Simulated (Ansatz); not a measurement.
# Sb: energy less free atoms and pressure against volume scale

Results calculated with Ansatz 0.2.0, not measured. Periodic Kohn-Sham DFT of a crystal at fixed atoms, scaled to volume_scale times the given cell; pressure positive in compression, energy less spherical unpolarised free atoms, largest_vzz the field gradient of largest size among the nuclei.

The cell before it is scaled or strained (space group R-3m, No. 166):
```
Sb
1.0
      2.1506     1.2416     3.7440
     -2.1506     1.2416     3.7440
      0.0000    -2.4833     3.7440
Sb
2
Direct
  0.23364 0.23364 0.23364
  0.76636 0.76636 0.76636
```

Settings of every row: method all-electron LAPW; functional PBE; relativity scalar; k mesh 9x9x9; filling fermi-dirac; smearing width 0.05 eV; basis error target 0.5 meV/atom; nucleus gaussian.

Atom start moment: 0 on all atoms.

Limits: no spin-orbit coupling on heavy atoms; small gap, it may come from the mesh.

```
row  volume scale  V (Å³/atom)  energy less free atoms (eV/atom)  pressure (GPa)
  1          0.94       28.193                           -4.0555           7.624
  2          0.95       28.493                           -4.0689           6.778
  3          0.96       28.793                           -4.0809           5.974
  4          0.98       29.392                           -4.1004           4.482
  5          0.99       29.692                           -4.1081           3.791
  6             1       29.993                           -4.1146           3.133
  7          1.01       30.292                           -4.1199           2.508
  8          1.02       30.592                                 ?               ?
  9          1.04       31.192                           -4.1291           0.812
 10          1.05       31.492                           -4.1301           0.302
 11          1.06       31.792                           -4.1302          -0.182
```

Question: what energy less free atoms and pressure should row 8 give?

Worked fit of energy less free atoms. Take u = (V_r/V)^(2/3) − 1 with V_r = 29.843 Å³ an atom, which is twice the finite (Eulerian) strain; such expansions in the strain, on which the Birch-Murnaghan equation of state is built, carry the rest volume and the bulk modulus. The shown rows have u = 0.03865, 0.03134, 0.02417, 0.0102, 0.00339, -0.00334, -0.00991, -0.02904, -0.03522, -0.0413. Least squares give energy less free atoms = −4.11154 + 0.9674 × u + 12.489 × u² eV/atom; a straight line predicts inner rows, each left out in turn, worse (root mean square 0.0073 against 3.8e-05 eV/atom). The rows lie off it by 0.0000, 0.0001, 0.0000, 0.0000, 0.0000, 0.0000, 0.0000, 0.0000, 0.0000, 0.0000. Its lowest point lies at u = -0.0387, or V = 31.66 Å³ an atom, and the curvature there gives the bulk modulus at fixed shape and fractions, B = (4/9)(1 + u)² E″(u)/V = 51.9 GPa. Letting shape and atoms relax would as a rule lower it, by much in layered, chain or molecular crystals. The withheld row has u = -0.01639, so the fit gives −4.11154 + 0.9674 × (-0.01639) + 12.489 × (-0.01639)² = -4.1240 eV/atom.

The calculation gave -4.124 eV/atom. The fit meets it to the printed digit.

Worked fit of pressure. Take u = (V_r/V)^(2/3) − 1 with V_r = 29.843 Å³ an atom, which is twice the finite (Eulerian) strain; such expansions in the strain, on which the Birch-Murnaghan equation of state is built, carry the rest volume and the bulk modulus. The shown rows have u = 0.03865, 0.03134, 0.02417, 0.0102, 0.00339, -0.00334, -0.00991, -0.02904, -0.03522, -0.0413. Least squares give pressure = 3.4563 + 98.123 × u + 247.16 × u² + 109 × u³ GPa; a parabola predicts inner rows, each left out in turn, worse (root mean square 0.0017 against 0.0011 GPa). The rows lie off it by 0.000, 0.000, 0.000, -0.001, -0.001, 0.002, 0.000, -0.001, 0.000, 0.000. The pressure vanishes at u = -0.0390, or V = 31.68 Å³ an atom, and there the bulk modulus at fixed shape and fractions is B = −V dP/dV = (2/3)(1 + u) dP/du = 50.8 GPa. Letting shape and atoms relax would as a rule lower it, by much in layered, chain or molecular crystals. The withheld row has u = -0.01639, so the fit gives 3.4563 + 98.123 × (-0.01639) + 247.16 × (-0.01639)² + 109 × (-0.01639)³ = 1.914 GPa.

The calculation gave 1.914 GPa. The fit meets it to the printed digit.
